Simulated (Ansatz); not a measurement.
A crystal relaxed with r2SCAN in Ansatz 0.2.0 has space group Fm-3m (No. 225) and a = 6.177 Å.

| atom | site | x | y | z |
| --- | --- | --- | --- | --- |
| Xx | 4a | 0.0000 | 0.0000 | 0.0000 |
| Se | 4b | 0.5000 | 0.0000 | 0.0000 |

r2SCAN gives a direct gap of 0.66 eV at L. The HSE06 gap is direct at L: 0.79 eV. PBE gives a direct gap of 0.37 eV at L. Meshes: r2SCAN 8×8×8, HSE06 6×6×6, PBE 8×8×8. r2SCAN's ε∞ is 17.0 in all directions.

Q: Which element is Xx?
A. C
B. Sn
C. Ge
D. Pb

A: D. Xx is Pb: PbSe built on the rocksalt prototype. Pb has 6 Se at 3.09 Å; Se has 6 Pb at 3.09 Å.

Calculated for a static, non-magnetic cell.

Spin-orbit coupling is left out; in compounds of Pb, Bi, Tl or Hg it can lower a gap by up to about 1 eV, split its edges or invert the bands.

The meshes of the hybrids are coarse, so their gaps aren't converged to the digits shown.
